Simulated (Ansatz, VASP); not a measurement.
## GaAs in VASP and in Ansatz

```xyz
2
Lattice="0.0000 2.8268 2.8268 2.8268 0.0000 2.8268 2.8268 2.8268 0.0000" Properties=species:S:1:pos:R:3 pbc="T T T"
As    4.2403    4.2403    4.2403
Ga    0.0000    0.0000    0.0000
```

Alike in both runs: task single point; functional PBE; k mesh 8 × 8 × 8; occupations gaussian, width 0.017 eV; no spin polarisation.

|  | VASP | Ansatz |
| --- | --- | --- |
| version | VASP 6.6.1 | Ansatz 0.2.0 |
| potentials or method | VASP PAW PBE potentials, release 64 (As, Ga_d) | Ansatz PAW |
| plane-wave cutoff (eV) | 520 | 420 |
| valence electrons in the cell | 18 | 28 |

Ansatz gave:

* gap on the k mesh at the Fermi level (eV): 0.52
* least direct gap on the mesh (eV): 0.52
* pressure (GPa): 3.3

Estimate VASP's values.

gap on the k mesh at the Fermi level (eV): 0.52; least direct gap on the mesh (eV): 0.52; pressure (GPa): 3.5.

The functional is the same, so the differences come from potentials, cutoffs and numerics. The two sets of potentials don't hold the same shells in valence.

A k mesh can miss the band edges. A hybrid or GW would open this gap; PBE tends to underestimate it.
